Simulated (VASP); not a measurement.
# CaO (Lime) (Fm-3m) in VASP: a series of runs

The runs below take CaO (Lime) through relaxation of the atoms, with r2SCAN.

Everything below comes from runs of VASP 6.6.1. Logs are shortened: lines on timing, memory, paths and dates and some standing lists are left out, and cuts for length are marked.

### Step 1. The structure

It takes space group Fm-3m (No. 225, cubic). The conventional cell has a = 4.808 Å, b = 4.808 Å, c = 4.808 Å, α = 90.00°, β = 90.00°, γ = 90.00°. Ca (site symmetry m-3m) is surrounded by 6 O at 2.40 Å. Around O (site symmetry m-3m) lie 6 Ca at 2.40 Å.

### Step 2. Relaxation of the atoms, r2SCAN (a relaxed cell with its volume scaled by 0.94)

INCAR

```
ALGO = Normal
EDIFF = 1E-7
EDIFFG = -0.01
ENCUT = 600
IBRION = 2
ISIF = 2
ISMEAR = 0
LASPH = T
LCHARG = F
LMIXTAU = T
LREAL = F
LWAVE = F
METAGGA = R2SCAN
NELM = 80
NSW = 40
PREC = Accurate
SIGMA = 0.03
```

KPOINTS

```
k-points
0
Gamma
  10 10 10
```

POSCAR

```
CaO                                     
1.0
    0.0000000000      2.3546923495      2.3546923495
    2.3546923495      0.0000000000      2.3546923495
    2.3546923495      2.3546923495      0.0000000000
  Ca              O             
     1     1
Direct
     0.0000000000000000    0.0000000000000000    0.0000000000000000
     0.5000000000000000    0.5000000000000000    0.5000000000000000
```

Potentials or basis: VASP PAW PBE potentials, release 64 (Ca_sv, O).

On the command line:

```console
> cat potpaw_PBE.64/Ca_sv/POTCAR potpaw_PBE.64/O/POTCAR > POTCAR
> mpirun -np 1 vasp_std > vasp.out
```

OUTCAR:

```text
EDIFF = 1E-7
   EDIFFG = -0.01
   ENCUT = 600
   IBRION = 2
   ISIF = 2
   ISMEAR = 0
   LASPH = T
   LREAL = F
   METAGGA = R2SCAN
   NELM = 80
   NSW = 40
   PREC = Accurate

 ion  position               nearest neighbor table
   1  0.000  0.000  0.000-   2 2.35   2 2.35   2 2.35   2 2.35   2 2.35   2 2.35
   2  0.500  0.500  0.500-   1 2.35   1 2.35   1 2.35   1 2.35   1 2.35   1 2.35

  LATTYP: Found a face centered cubic cell.
 ALAT       =     4.7093846990

  Lattice vectors:

 A1 = (   0.0000000000,   2.3546923495,   2.3546923495)
 A2 = (   2.3546923495,   0.0000000000,   2.3546923495)
 A3 = (   2.3546923495,   2.3546923495,   0.0000000000)

Analysis of symmetry for initial positions (statically):
=====================================================================
 Subroutine PRICEL returns:
 Original cell was already a primitive cell.

 Routine SETGRP: Setting up the symmetry group for a
 face centered cubic supercell.

 Subroutine GETGRP returns: Found 48 space group operations
 (whereof 48 operations were pure point group operations)
 out of a pool of 48 trial point group operations.

The static configuration has the point symmetry O_h .

Analysis of symmetry for dynamics (positions and initial velocities):
=====================================================================
 Subroutine PRICEL returns:
 Original cell was already a primitive cell.

 Routine SETGRP: Setting up the symmetry group for a
 face centered cubic supercell.

 Subroutine GETGRP returns: Found 48 space group operations
 (whereof 48 operations were pure point group operations)
 out of a pool of 48 trial point group operations.

The dynamic configuration has the point symmetry O_h .

 Subroutine INISYM returns: Found 48 space group operations
 (whereof 48 operations are pure point group operations),
 and found     1 'primitive' translations

----------------------------------------------------------------------------------------

                                     Primitive cell

  volume of cell :      26.1115

  direct lattice vectors                    reciprocal lattice vectors
     0.000000000  2.354692350  2.354692350    -0.212341965  0.212341965  0.212341965
     2.354692350  0.000000000  2.354692350     0.212341965 -0.212341965  0.212341965
     2.354692350  2.354692350  0.000000000     0.212341965  0.212341965 -0.212341965

  length of vectors
     3.330037856  3.330037856  3.330037856     0.367787072  0.367787072  0.367787072

  position of ions in fractional coordinates (direct lattice)
     0.000000000  0.000000000  0.000000000
     0.500000000  0.500000000  0.500000000

  ion indices of the primitive-cell ions
   primitive index   ion index
                 1           1
                 2           2

----------------------------------------------------------------------------------------

 KPOINTS: k-points

Automatic generation of k-mesh.
 Grid dimensions read from file:
 generate k-points for:   10   10   10

 Generating k-lattice:

  Cartesian coordinates                     Fractional coordinates (reciprocal lattice)
    -0.021234196  0.021234196  0.021234196     0.100000000  0.000000000  0.000000000
     0.021234196 -0.021234196  0.021234196     0.000000000  0.100000000  0.000000000
     0.021234196  0.021234196 -0.021234196     0.000000000  0.000000000  0.100000000

  Length of vectors
     0.036778707  0.036778707  0.036778707

  Shift w.r.t. Gamma in fractional coordinates (k-lattice)
     0.000000000  0.000000000  0.000000000

 Subroutine IBZKPT returns following result:
 ===========================================

 Found     47 irreducible k-points:

 Following reciprocal coordinates:
            Coordinates               Weight
  0.000000  0.000000  0.000000      1.000000
  0.100000  0.000000  0.000000      8.000000
  0.200000  0.000000  0.000000      8.000000
  0.300000  0.000000  0.000000      8.000000
  0.400000  0.000000  0.000000      8.000000
  0.500000  0.000000  0.000000      4.000000
[... 16 lines left out ...]
  0.300000  0.300000  0.000000      6.000000
  0.400000  0.300000  0.000000     24.000000
 [... further k-points ...]
   k-points           NKPTS =     47   k-points in BZ     NKDIM =     47   number of bands    NBANDS=     12
   number of dos      NEDOS =    301   number of ions     NIONS =      2
   total plane-waves  NPLWV =  21952
   dimension x,y,z NGX =    28 NGY =   28 NGZ =   28
   dimension x,y,z NGXF=    56 NGYF=   56 NGZF=   56
   ions per type =               1   1
   NGX,Y,Z   is equivalent  to a cutoff of  13.98, 13.98, 13.98 a.u.
   NGXF,Y,Z  is equivalent  to a cutoff of  27.96, 27.96, 27.96 a.u.
 SYSTEM =  unknown system
   PREC   = accura    normal or accurate (medium, high low for compatibility)
   ISTART =      0    job   : 0-new  1-cont  2-samecut
   ICHARG =      2    charge: 1-file 2-atom 10-const
   ISPIN  =      1    spin polarized calculation?
   LNONCOLLINEAR =      F non collinear calculations
   LSORBIT =      F    spin-orbit coupling
   LASPH  =      T    aspherical Exc in radial PAW
   ENCUT  =  600.0 eV  44.10 Ry    6.64 a.u.   6.65  6.65  6.65*2*pi/ulx,y,z
   NELM   =     80;   NELMIN=  2; NELMDL= -5     # of ELM steps
   EDIFF  = 0.1E-06   stopping-criterion for ELM
   LREAL  =      F    real-space projection
   EDIFFG = -.1E-01   stopping-criterion for IOM
   NSW    =     40    number of steps for IOM
   IBRION =      2    ionic relax: 0-MD 1-quasi-New 2-CG
   NFREE  =      1    steps in history (QN), initial steepest desc. (CG)
   ISIF   =      2    stress and relaxation
   ISYM   =      2    0-nonsym 1-usesym 2-fastsym
   POTIM  = 0.5000    time-step for ionic-motion
   TEBEG  =    0.0;   TEEND  =   0.0 temperature during run
   PSTRESS=    0.0 pullay stress
   NELECT =      16.0000    total number of electrons
   NUPDOWN=      -1.0000    fix difference up-down
   EMIN   =  10.00;   EMAX   =-10.00  energy-range for DOS
   EFERMI =   0.00;   METHOD = LEGACY
   ISMEAR =     0;   SIGMA  =   0.03  broadening in eV -4-tet -1-fermi 0-gaus
   EFERMI_NEDOS =   21; number of points for ismear=-14 and -15
   IALGO  =     38    algorithm
   IMIX   =      4    mixing-type and parameters
     AMIX     =   0.40;   BMIX     =  1.00
     AMIX_MAG =   1.60;   BMIX_MAG =  1.00
  volume/ion in A,a.u.               =      13.06        88.10
  Fermi-wavevector in a.u.,A,eV,Ry     =   1.390499  2.627662 26.306691  1.933487
  Thomas-Fermi vector in A             =   2.514428
   LORBIT       =      0    0 simple, 1 ext, 2 COOP (PROOUT), +10 PAW based schemes
   METAGGA = R2SCAN    functional components
   LHFCALC =     F    Hartree Fock is set to
   AEXX    =    0.0000 exact exchange contribution
   IVDW    =     0    specifies the selected vdW correction
   LEPSILON=     F    determine dielectric tensor
   LRPA    =     F    only Hartree local field effects (RPA)
 conjugate gradient relaxation of ions
 non-spin polarized calculation
 Gauss-broadening in eV      SIGMA  =   0.03
  energy-cutoff  :      600.00
  volume of cell :       26.11
 maximum number of plane-waves:       893
   NGX = 13   NGY = 13   NGZ = 13

 number of electron      15.9999999 magnetization

 Free energy of the ion-electron system (eV)
  ---------------------------------------------------
  ext. energy  EPLUGINS =         0.00000000
  ---------------------------------------------------
  free energy    TOTEN  =       -19.41387498 eV

  energy without entropy =      -19.41387498  energy(sigma->0) =      -19.41387498

 E-fermi :   2.4948     XC(G=0): -11.4015

 val. band max:        2.3692912960   @ k =   0.0000   0.0000   0.0000
 cond. band min:       6.5338876340   @ k =   0.5000   0.5000   0.0000
 fundamental gap:      4.1645963379
 Fermi energy:         2.4948223629

 k-point     1 :       0.0000    0.0000    0.0000
  band No.  band energies     occupation
      1     -36.4352      2.00000
      2     -16.2779      2.00000
      3     -16.2779      2.00000
      4     -16.2778      2.00000
      5     -14.2233      2.00000
      6       2.3693      2.00000
      7       2.3693      2.00000
      8       2.3693      2.00000
      9       8.3339      0.00000
     10       9.3716      0.00000
     11       9.3717      0.00000
     12       9.3717      0.00000

 k-point     2 :       0.1000    0.0000    0.0000
  band No.  band energies     occupation
      1     -36.4226      2.00000
      2     -16.5061      2.00000
      3     -16.2835      2.00000
      4     -16.2835      2.00000
      5     -13.9916      2.00000
      6       2.0110      2.00000
      7       2.2159      2.00000
      8       2.2159      2.00000
      9       8.7953      0.00000
     10       9.3379      0.00000
     11       9.5609      0.00000
     12       9.5609      0.00000

 k-point     3 :       0.2000    0.0000    0.0000
  band No.  band energies     occupation
      1     -36.3893      2.00000
      2     -16.9660      2.00000
      3     -16.2983      2.00000
      4     -16.2983      2.00000
      5     -13.5216      2.00000
      6       1.2181      2.00000
      7       1.8473      2.00000
      8       1.8473      2.00000
      9       9.3319      0.00000
     10       9.9190      0.00000
     11      10.0848      0.00000
     12      10.0848      0.00000

 k-point     4 :       0.3000    0.0000    0.0000
  band No.  band energies     occupation
      1     -36.3479      2.00000
      2     -17.4045      2.00000
      3     -16.3164      2.00000
      4     -16.3163      2.00000
      5     -13.0683      2.00000
      6       0.4042      2.00000
      7       1.4435      2.00000
      8       1.4435      2.00000
      9       9.6064      0.00000
     10      10.8089      0.00000
     11      10.8089      0.00000
     12      11.1082      0.00000

 k-point     5 :       0.4000    0.0000    0.0000
  band No.  band energies     occupation
      1     -36.3141      2.00000
      2     -17.7042      2.00000
      3     -16.3308      2.00000
      4     -16.3308      2.00000
      5     -12.7546      2.00000
      6      -0.1753      2.00000
      7       1.1484      2.00000
      8       1.1484      2.00000
      9      10.0789      0.00000
     10      11.4789      0.00000
     11      11.4789      0.00000
     12      11.8936      0.00000
[... 228 lines left out ...]
      1     -36.3027      2.00000
      2     -17.4770      2.00000
      3     -16.5659      2.00000
      4     -16.3384      2.00000
      5     -12.9758      2.00000
      6       0.1543      2.00000
      7       1.1388      2.00000
      8       1.4676      2.00000
      9       9.7527      0.00000
     10      10.7243      0.00000
     11      11.2114      0.00000
     12      12.0058      0.00000

 k-point    22 :      -0.2000    0.2000    0.0000
  band No.  band energies     occupation
      1     -36.3342      2.00000
      2     -17.3285      2.00000
      3     -16.4932      2.00000
      4     -16.3025      2.00000
      5     -13.1065      2.00000
      6       0.3831      2.00000
      7       1.2715      2.00000
      8       1.7466      2.00000
      9       9.3144      0.00000
     10      10.5862      0.00000
     11      10.7046      0.00000
     12      11.5610      0.00000

 k-point    23 :       0.3000    0.3000    0.0000
  band No.  band energies     occupation
      1     -36.3214      2.00000
      2     -17.0868      2.00000
      3     -16.4601      2.00000
      4     -16.4601      2.00000
      5     -13.5364      2.00000
      6       0.5649      2.00000
      7       2.0311      2.00000
      8       2.0311      2.00000
      9       7.2975      0.00000
     10      10.6808      0.00000
     11      11.8725      0.00000
     12      11.9847      0.00000

 k-point    24 :       0.4000    0.3000    0.0000
  band No.  band energies     occupation
      1     -36.2955      2.00000
      2     -17.1489      2.00000
      3     -16.5226      2.00000
      4     -16.4874      2.00000
      5     -13.5646      2.00000
      6       0.6585      2.00000
      7       1.8117      2.00000
      8       1.9108      2.00000
      9       7.2628      0.00000
     10      11.2451      0.00000
     11      12.2326      0.00000
     12      12.3224      0.00000

 [... further k-points ...]

------------------------ aborting loop because EDIFF is reached ----------------------------------------

  FORCE on cell =-STRESS in cart. coord.  units (eV):
  Direction    XX          YY          ZZ          XY          YZ          ZX
  --------------------------------------------------------------------------------------
  -------------------------------------------------------------------------------------
  Total        1.3558482      1.3558482      1.3558482      0.0000000     -0.0000000     -0.0000000
  in kB       83.1934486     83.1934486     83.1934486      0.0000000     -0.0000000     -0.0000000
  external PRESSURE =      83.1934486 kB  Pullay stress =       0.0000000 kB

 VOLUME and BASIS-vectors are now :
 -----------------------------------------------------------------------------
  energy-cutoff  :      600.00
  volume of cell :       26.11
      direct lattice vectors                 reciprocal lattice vectors
     0.000000000  2.354692350  2.354692350    -0.212341965  0.212341965  0.212341965
     2.354692350  0.000000000  2.354692350     0.212341965 -0.212341965  0.212341965
     2.354692350  2.354692350  0.000000000     0.212341965  0.212341965 -0.212341965

 POSITION                                       TOTAL-FORCE (eV/Angst)
 -----------------------------------------------------------------------------------
      0.00000      0.00000      0.00000        -0.000000      0.000000      0.000000
      2.35469      2.35469      2.35469         0.000000     -0.000000     -0.000000
 -----------------------------------------------------------------------------------
    total drift:                                0.000000      0.000000      0.000000

  FREE ENERGIE OF THE ION-ELECTRON SYSTEM (eV)
  ---------------------------------------------------
  free  energy   TOTEN  =       -19.4138749810 eV

  energy  without entropy=      -19.4138749810  energy(sigma->0) =      -19.41387498

 reached required accuracy - stopping structural energy minimisation
```

It took 2 min on 1 thread of AMD EPYC 7R13 (Zen 3), shared host; peak memory 0.15 GiB.

What came out:

* Free energy: -19.4139 eV
* Pressure after relaxing: 8.3 GPa
* Band gap on the k mesh: 4.16 eV, indirect (least direct gap 4.52 eV)

Final structure:
```yaml
crystal:
  lattice:
    - [0.00000, 2.35469, 2.35469]
    - [2.35469, 0.00000, 2.35469]
    - [2.35469, 2.35469, 0.00000]
  atoms:
    - { symbol: Ca, position: [0.00000, 0.00000, 0.00000] }
    - { symbol: O, position: [0.50000, 0.50000, 0.50000] }
```

Caveat: the relaxation stopped at its first step, so nothing moved; the PAW data sets were made with another functional, which shifts forces and pressure a little.

### Step 3. Relaxation of the atoms, r2SCAN (a relaxed cell with its volume scaled by 0.96)

INCAR is that of step 2.

KPOINTS is that of step 2.

POSCAR

```
CaO                                     
1.0
    0.0000000000      2.3712752364      2.3712752364
    2.3712752364      0.0000000000      2.3712752364
    2.3712752364      2.3712752364      0.0000000000
  Ca              O             
     1     1
Direct
     0.0000000000000000    0.0000000000000000    0.0000000000000000
     0.5000000000000000    0.5000000000000000    0.5000000000000000
```

Potentials or basis: VASP PAW PBE potentials, release 64 (Ca_sv, O).

On the command line:

```console
> cat potpaw_PBE.64/Ca_sv/POTCAR potpaw_PBE.64/O/POTCAR > POTCAR
> mpirun -np 1 vasp_std > vasp.out
```

Run time: 2.2 min. Hardware: 1 thread of AMD EPYC 7R13 (Zen 3), shared host; peak memory 0.15 GiB.

Results (log left out):

```
Free energy             : -19.4382 eV
Pressure after relaxing : 5.2 GPa
Band gap on the k mesh  : 4.17 eV, indirect (least direct gap 4.54 eV)
```

Final structure:
```
CELL_PARAMETERS angstrom
0.00000 2.37128 2.37128
2.37128 0.00000 2.37128
2.37128 2.37128 0.00000
ATOMIC_POSITIONS crystal
Ca 0.00000 0.00000 0.00000
O 0.50000 0.50000 0.50000
```

Levels at points of the mesh, in eV from the valence-band top:
| k point | band 5 | band 6 | band 7 | band 8 | band 9 | band 10 | band 11 | band 12 |
| --- | --- | --- | --- | --- | --- | --- | --- | --- |
| (0.00, 0.00, 0.00) | -16.55 | 0.00 | 0.00 | 0.00 | 5.78 | 6.95 | 6.95 | 6.95 |
| (0.50, 0.00, 0.00) | -15.08 | -2.70 | -1.28 | -1.28 | 7.89 | 9.27 | 9.27 | 9.54 |
| (0.50, 0.50, 0.00) | -16.34 | -1.27 | -0.36 | -0.36 | 4.17 | 9.07 | 9.86 | 10.51 |

Caveat: the relaxation stopped at its first step, so nothing moved; the PAW data sets were made with another functional, which shifts forces and pressure a little.

(Part 1 of 2 ends here.)
